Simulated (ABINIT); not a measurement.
# Si (Fd-3m) in ABINIT: settings compared, part 2 of 2

ABINIT 10.8.3 (patched build). The steps go on from the part before.

### 3 Single point, PBE (cell relaxed)

The input, run.abi:

```
# Pseudopotentials
pp_dirpath "./"
pseudos "Si.upf"

# Structure
acell 7.3102132738 7.3102132738 7.3102132738
rprim
     0.0000000000     0.7071067812     0.7071067812
     0.7071067812     0.0000000000     0.7071067812
     0.7071067812     0.7071067812     0.0000000000
ntypat 1
znucl 14
natom 2
typat 1 1
xred
     0.5000000000     0.5000000000     0.5000000000
     0.7500000000     0.7500000000     0.7500000000
chkprim 0
chksymtnons 0
tolsym 1.0e-6

# Plane-wave basis
ecut 14.0

# k points
kptopt 1
ngkpt 6 6 6
nshiftk 1
shiftk 0.0 0.0 0.0

# Exchange and correlation
ixc 11

# Bands and occupations
nband 8
occopt 3
tsmear 0.05 eV

# SCF cycle
nstep 100
tolvrs 1.0e-10

# Output
iomode 3
prtwf 0
prtden 0
prteig 0
prtebands 0
```

Potentials or basis: PseudoDojo NC SR PBE v0.5 stringent.

Launch:

```sh
$ abinit run.abi > log 2>&1
```

run.abo:

```text
.Version 10.8.3 of ABINIT
 Symmetries : space group Fd -3 m (#227); Bravais cF (face-center cubic)
================================================================================
 Values of the parameters that define the memory need of the present run
     intxc =       0    ionmov =       0      iscf =       7    lmnmax =       6
     lnmax =       6     mgfft =      27  mpssoang =       3    mqgrid =    3001
     natom =       2  nloc_mem =       1    nspden =       1   nspinor =       1
    nsppol =       1      nsym =      48    n1xccc =    2501    ntypat =       1
    occopt =       3   xclevel =       2
       mpw =         698          nfft =       19683          nkpt =          16
================================================================================
================================================================================

--------------------------------------------------------------------------------
------------- Echo of variables that govern the present computation ------------
--------------------------------------------------------------------------------
 -outvars: echo values of preprocessed input variables --------
            acell      7.3102132738E+00  7.3102132738E+00  7.3102132738E+00 Bohr
              amu      2.80855000E+01
          chkprim           0
      chksymtnons           0
             ecut      1.40000000E+01 Hartree
              ixc          11
         kptrlatt        6    0    0      0    6    0      0    0    6
          kptrlen      4.38612796E+01
            natom           2
            nband           8
            ngfft          27      27      27
             nkpt          16
            nstep         100
             nsym          48
           ntypat           1
           occopt           3
           prtden           0
        prtebands           0
           prteig           0
            prtwf           0
            rprim      0.0000000000E+00  7.0710678120E-01  7.0710678120E-01
                       7.0710678120E-01  0.0000000000E+00  7.0710678120E-01
                       7.0710678120E-01  7.0710678120E-01  0.0000000000E+00
          spgroup         227
           tolsym      1.00000000E-06
           tolvrs      1.00000000E-10
           tsmear      1.83746611E-03 Hartree
            typat      1  1
           xangst      2.7353706482E+00  2.7353706482E+00  2.7353706482E+00
                       4.1030559723E+00  4.1030559723E+00  4.1030559723E+00
            xcart      5.1691013779E+00  5.1691013779E+00  5.1691013779E+00
                       7.7536520669E+00  7.7536520669E+00  7.7536520669E+00
             xred      5.0000000000E-01  5.0000000000E-01  5.0000000000E-01
                       7.5000000000E-01  7.5000000000E-01  7.5000000000E-01
            znucl       14.00000

================================================================================

 chkinp: Checking input parameters for consistency.

================================================================================
== DATASET  1 ==================================================================

--- !DatasetInfo
iteration_state: {dtset: 1, }
dimensions: {natom: 2, nkpt: 16, mband: 8, nsppol: 1, nspinor: 1, nspden: 1, mpw: 698, }
cutoff_energies: {ecut:  14.0, pawecutdg:  -1.0, }
electrons: {nelect:   8.00000000E+00, charge:   0.00000000E+00, occopt:   3.00000000E+00, tsmear:   1.83746611E-03, }
meta: {optdriver: 0, ionmov: 0, optcell: 0, iscf: 7, paral_kgb: 0, }
...

 Exchange-correlation functional for the present dataset will be:
  GGA: Perdew-Burke-Ernzerhof functional - ixc=11
  J.P.Perdew, K.Burke, M.Ernzerhof, PRL 77, 3865 (1996)

 Real(R)+Recip(G) space primitive vectors, cartesian coordinates (Bohr,Bohr^-1):
 R(1)=  0.0000000  5.1691014  5.1691014  G(1)= -0.0967286  0.0967286  0.0967286
 R(2)=  5.1691014  0.0000000  5.1691014  G(2)=  0.0967286 -0.0967286  0.0967286
 R(3)=  5.1691014  5.1691014  0.0000000  G(3)=  0.0967286  0.0967286 -0.0967286
 Unit cell volume ucvol=  2.7623274E+02 bohr^3
 Angles (23,13,12)=  6.00000000E+01  6.00000000E+01  6.00000000E+01 degrees

 getcut: wavevector=  0.0000  0.0000  0.0000  ngfft=  27  27  27
         ecut(hartree)=     14.000   => boxcut(ratio)=   2.11473

--- Pseudopotential description ------------------------------------------------
- pspini: atom type   1  psp file is ./Si.upf
12 -101130 2 -1 1510                          pspcod,pspxc,lmax,lloc,mmax
     nproj     2     2     2

   1.49491450E+02                                ecore*ucvol(ha*bohr**3)
--------------------------------------------------------------------------------

================================================================================

--- !BeginCycle
iteration_state: {dtset: 1, }
solver: {iscf: 7, nstep: 100, nline: 4, wfoptalg: 0, }
tolerances: {tolvrs: 1.00E-10, }
...

     iter   Etot(hartree)      deltaE(h)  residm     vres2
 ETOT  1  -8.4578135722536    -8.458E+00 2.196E-02 4.358E+00
 ETOT  2  -8.4615128001049    -3.699E-03 9.117E-04 1.328E-01
 ETOT  3  -8.4615578211942    -4.502E-05 5.157E-04 1.909E-03
 ETOT  4  -8.4615581273044    -3.061E-07 2.287E-04 1.151E-04
 ETOT  5  -8.4615581446181    -1.731E-08 3.108E-04 1.380E-06
 ETOT  6  -8.4615581447313    -1.132E-10 9.676E-05 1.042E-08
 ETOT  7  -8.4615581447320    -7.905E-13 1.944E-04 8.170E-11

 At SCF step    7       vres2   =  8.17E-11 < tolvrs=  1.00E-10 =>converged.

 Cartesian components of stress tensor (hartree/bohr^3)
  sigma(1 1)=  2.55288600E-06  sigma(3 2)=  0.00000000E+00
  sigma(2 2)=  2.55288600E-06  sigma(3 1)=  0.00000000E+00
  sigma(3 3)=  2.55288600E-06  sigma(2 1)=  0.00000000E+00

--- !ResultsGS
iteration_state: {dtset: 1, }
comment   : Summary of ground state results
lattice_vectors:
- [  0.0000000,   5.1691014,   5.1691014, ]
- [  5.1691014,   0.0000000,   5.1691014, ]
- [  5.1691014,   5.1691014,   0.0000000, ]
lattice_lengths: [   7.31021,    7.31021,    7.31021, ]
lattice_angles: [ 60.000,  60.000,  60.000, ] # degrees, (23, 13, 12)
lattice_volume:   2.7623274E+02
convergence: {deltae: -7.905E-13, res2:  8.170E-11, residm:  1.944E-04, diffor: null, }
etotal    :  -8.46155814E+00
entropy   :   0.00000000E+00
fermie    :   1.65756764E-01
cartesian_stress_tensor: # hartree/bohr^3
- [  2.55288600E-06,   0.00000000E+00,   0.00000000E+00, ]
- [  0.00000000E+00,   2.55288600E-06,   0.00000000E+00, ]
- [  0.00000000E+00,   0.00000000E+00,   2.55288600E-06, ]
pressure_GPa:  -7.5108E-02
xred      :
- [  5.0000E-01,   5.0000E-01,   5.0000E-01, Si]
- [  7.5000E-01,   7.5000E-01,   7.5000E-01, Si]
cartesian_forces: # hartree/bohr
- [ -1.30227917E-29,   9.76709378E-30,   6.51139586E-30, ]
- [  1.30227917E-29,  -9.76709378E-30,  -6.51139586E-30, ]
force_length_stats: {min:   1.75324699E-29, max:   1.75324699E-29, mean:   1.75324699E-29, }
...

 Integrated electronic density in atomic spheres:
 ------------------------------------------------
 Atom  Sphere_radius  Integrated_density
    1        2.00000          1.80767558
    2        2.00000          1.76172906
================================================================================

 ----iterations are completed or convergence reached----

 Mean square residual over all n,k,spin=   23.521E-07; max=  19.437E-05
 reduced coordinates (array xred) for    2 atoms
       0.500000000000      0.500000000000      0.500000000000
       0.750000000000      0.750000000000      0.750000000000
 rms dE/dt=  6.6611E-29; max dE/dt=  1.3463E-28; dE/dt below (all hartree)
    1      -0.000000000000      0.000000000000     -0.000000000000
    2       0.000000000000     -0.000000000000     -0.000000000000

 cartesian coordinates (angstrom) at end:
    1      2.73537064818803     2.73537064818803     2.73537064818803
    2      4.10305597228205     4.10305597228205     4.10305597228205

 cartesian forces (hartree/bohr) at end:
    1     -0.00000000000000     0.00000000000000     0.00000000000000
    2      0.00000000000000    -0.00000000000000    -0.00000000000000
 frms,max,avg= 1.0122376E-29 1.3022792E-29   0.000E+00  0.000E+00  0.000E+00 h/b

 cartesian forces (eV/Angstrom) at end:
    1     -0.00000000000000     0.00000000000000     0.00000000000000
    2      0.00000000000000    -0.00000000000000    -0.00000000000000
 frms,max,avg= 5.2051351E-28 6.6965887E-28   0.000E+00  0.000E+00  0.000E+00 e/A
 length scales=  7.310213273800  7.310213273800  7.310213273800 bohr
              =  3.868398268711  3.868398268711  3.868398268711 angstroms
 Fermi (or HOMO) energy (hartree) =   0.16576   Average Vxc (hartree)=  -0.33818
 Eigenvalues (hartree) for nkpt=  16  k points:
 kpt#   1, nband=  8, wtk=  0.00463, kpt=  0.0000  0.0000  0.0000 (reduced coord)
  -0.28104    0.15321    0.15321    0.15321    0.24674    0.24674    0.24674    0.26685
      occupation numbers for kpt#   1
   2.00000    1.99784    1.99784    1.99784    0.00000    0.00000    0.00000    0.00000
 prteigrs : prtvol=0 or 1, do not print more k-points.

--- !EnergyTerms
iteration_state     : {dtset: 1, }
comment             : Components of total free energy in Hartree
kinetic             :  3.04478015624904E+00
hartree             :  5.59419320109732E-01
xc                  : -3.08054794673203E+00
Ewald energy        : -8.33691994070677E+00
psp_core            :  5.41179340102184E-01
local_psp           : -2.33650028618504E+00
non_local_psp       :  1.14703215487944E+00
internal            : -8.46155720228344E+00
'-kT*entropy'       : -9.42448606116708E-07
total_energy        : -8.46155814473205E+00
total_energy_eV     : -2.30250726919130E+02
band_energy         : -2.45267314777531E-01
...

 Cartesian components of stress tensor (hartree/bohr^3)
  sigma(1 1)=  2.55288600E-06  sigma(3 2)=  0.00000000E+00
  sigma(2 2)=  2.55288600E-06  sigma(3 1)=  0.00000000E+00
  sigma(3 3)=  2.55288600E-06  sigma(2 1)=  0.00000000E+00

-Cartesian components of stress tensor (GPa)         [Pressure= -7.5108E-02 GPa]
- sigma(1 1)=  7.51084994E-02  sigma(3 2)=  0.00000000E+00
- sigma(2 2)=  7.51084994E-02  sigma(3 1)=  0.00000000E+00
- sigma(3 3)=  7.51084994E-02  sigma(2 1)=  0.00000000E+00

== END DATASET(S) ==============================================================
================================================================================

 -outvars: echo values of variables after computation  --------
            acell      7.3102132738E+00  7.3102132738E+00  7.3102132738E+00 Bohr
           etotal     -8.4615581447E+00
            fcart     -1.3022791711E-29  9.7670937834E-30  6.5113958556E-30
                       1.3022791711E-29 -9.7670937834E-30 -6.5113958556E-30
            rprim      0.0000000000E+00  7.0710678120E-01  7.0710678120E-01
                       7.0710678120E-01  0.0000000000E+00  7.0710678120E-01
                       7.0710678120E-01  7.0710678120E-01  0.0000000000E+00
           strten      2.5528860044E-06  2.5528860044E-06  2.5528860044E-06
                       0.0000000000E+00  0.0000000000E+00  0.0000000000E+00
           xangst      2.7353706482E+00  2.7353706482E+00  2.7353706482E+00
                       4.1030559723E+00  4.1030559723E+00  4.1030559723E+00
             xred      5.0000000000E-01  5.0000000000E-01  5.0000000000E-01
                       7.5000000000E-01  7.5000000000E-01  7.5000000000E-01
 Calculation completed.
```

It took 2.1 s on 1 thread of Arm Neoverse V2, shared host; peak memory 0.07 GiB.

Results:

```
Free energy                                           : -230.2507 eV
Pressure                                              : -0.1 GPa
Band gap on the k mesh                                : 0.75 eV, indirect (least direct gap 2.55 eV)
Valence electrons inside the program's atomic spheres : Si 1.81, 1.76 (radii [1.0584] Å)
```

Levels at points of the mesh, in eV from the valence-band top:
| k point | band 1 | band 2 | band 3 | band 4 | band 5 | band 6 | band 7 | band 8 |
| --- | --- | --- | --- | --- | --- | --- | --- | --- |
| (0.00, 0.00, 0.00) | -11.82 | 0.00 | 0.00 | 0.00 | 2.55 | 2.55 | 2.55 | 3.09 |
| (0.50, 0.00, 0.00) | -9.54 | -6.87 | -1.18 | -1.18 | 1.45 | 3.35 | 3.35 | 7.70 |
| (0.50, 0.50, 0.00) | -7.75 | -7.75 | -2.80 | -2.80 | 0.75 | 0.75 | 9.90 | 9.90 |

### 4 Single point, PBEsol

The input, run.abi:

```
pp_dirpath "./"
pseudos "Si.upf"

acell 3.8492788627 3.8492788627 3.8492788627 Angstrom
rprim
     0.0000000000     0.7071067812     0.7071067812
     0.7071067812     0.0000000000     0.7071067812
     0.7071067812     0.7071067812     0.0000000000
ntypat 1
znucl 14
natom 2
typat 1 1
xcart
     5.1435532945     5.1435532945     5.1435532945
     7.7153299417     7.7153299417     7.7153299417

ecut 14.0

kptopt 1
ngkpt 6 6 6
nshiftk 1
shiftk 0.0 0.0 0.0

ixc -116133

nband 8
occopt 3
tsmear 0.05 eV

nstep 100
tolvrs 1.0e-10

iomode 3
prtwf 0
prtden 0
prteig 0
prtebands 0
enunit 2
```

Potentials or basis: PseudoDojo NC SR PBEsol v0.4.1 standard.

Launch:

```sh
$ abinit run.abi > log 2>&1
```

It took 2.1 s on 1 thread of Arm Neoverse V2, shared host; peak memory 0.06 GiB.

It converged, with:

| Quantity | Value |
| --- | --- |
| Free energy | -230.2604 eV |
| Pressure | -0.6 GPa |
| Band gap on the k mesh | 0.61 eV, indirect (least direct gap 2.51 eV) |
| Valence electrons inside the program's atomic spheres | Si 1.79, 1.74 (radii [1.0584] Å) |

Levels at points of the mesh, in eV from the valence-band top:
| k point | band 2 | band 3 | band 4 | band 5 | band 6 | band 7 |
| --- | --- | --- | --- | --- | --- | --- |
| (0.00, 0.00, 0.00) | 0.00 | 0.00 | 0.00 | 2.51 | 2.51 | 2.51 |
| (0.50, 0.00, 0.00) | -6.99 | -1.20 | -1.20 | 1.43 | 3.28 | 3.28 |
| (0.50, 0.50, 0.00) | -7.81 | -2.86 | -2.86 | 0.61 | 0.61 | 9.98 |

A k mesh can miss the band edges. Expect the measured gap to be larger: semilocal functionals such as PBEsol lack the derivative discontinuity.

### 5 Single point, PBE

The input, run.abi:

```
# Pseudopotentials
pp_dirpath "./"
pseudos "Si.upf"

# Structure
acell 3*1.0 Angstrom
rprim
     0.0000000000     2.7218511865     2.7218511865
     2.7218511865     0.0000000000     2.7218511865
     2.7218511865     2.7218511865     0.0000000000
ntypat 1
znucl 14
natom 2
typat 1 1
xred
     0.5000000000     0.5000000000     0.5000000000
     0.7500000000     0.7500000000     0.7500000000

# Plane-wave basis
ecut 380.959407 eV

# k points
kptopt 1
ngkpt 6 6 6
nshiftk 1
shiftk 0.0 0.0 0.0

# Exchange and correlation
ixc 11

# Bands and occupations
nband 8
occopt 3
tsmear 0.05 eV

# SCF cycle
nstep 100
tolvrs 1.0e-10

# Output
iomode 3
prtwf 0
prtden 0
prteig 0
prtebands 0
```

Potentials or basis: PseudoDojo NC SR PBE v0.4.1 standard.

Launch:

```sh
$ abinit run.abi > log 2>&1
```

Wall time 2.1 s (1 thread of Arm Neoverse V2, shared host); peak memory 0.06 GiB.

Results (log left out):

```
Free energy                                           : -230.2482 eV
Pressure                                              : 1.3 GPa
Band gap on the k mesh                                : 0.72 eV, indirect (least direct gap 2.55 eV)
Valence electrons inside the program's atomic spheres : Si 1.79, 1.75 (radii [1.0584] Å)
```

Levels at points of the mesh, in eV from the valence-band top:
```
           k point  band 2  band 3  band 4  band 5  band 6  band 7
(0.00, 0.00, 0.00)    0.00    0.00    0.00    2.55    2.55    2.55
(0.50, 0.00, 0.00)   -6.94   -1.20   -1.20    1.50    3.34    3.34
(0.50, 0.50, 0.00)   -7.80   -2.84   -2.84    0.72    0.72   10.03
```

A k mesh can miss the band edges. Expect the measured gap to be larger: semilocal functionals such as PBE lack the derivative discontinuity.

### 6 Summary

```csv
task,level,potentials or basis,cell,cell freedom (optcell),optimiser (ionmov),cutoff smearing ecutsm (Ha),force stop (Ha/bohr),gap on the mesh (eV),pressure (GPa)
relaxation of cell and atoms,PBE,PseudoDojo NC SR PBE v0.5 stringent,relaxed,2,22,0.5,2e-05,0.75,0.0
single point,PBE,PseudoDojo NC SR PBE v0.5 stringent,cell relaxed,-,-,-,-,0.75,-0.1
single point,PBEsol,PseudoDojo NC SR PBEsol v0.4.1 standard,as given,-,-,-,-,0.61,-0.6
single point,PBE,PseudoDojo NC SR PBE v0.4.1 standard,as given,-,-,-,-,0.72,1.3
```

Alike in all rows: no spin polarisation; k mesh 6 × 6 × 6; cutoff (eV) 381; smearing fermi-dirac 0.05 eV.

Absolute energies hang on the potentials; compare differences alone.
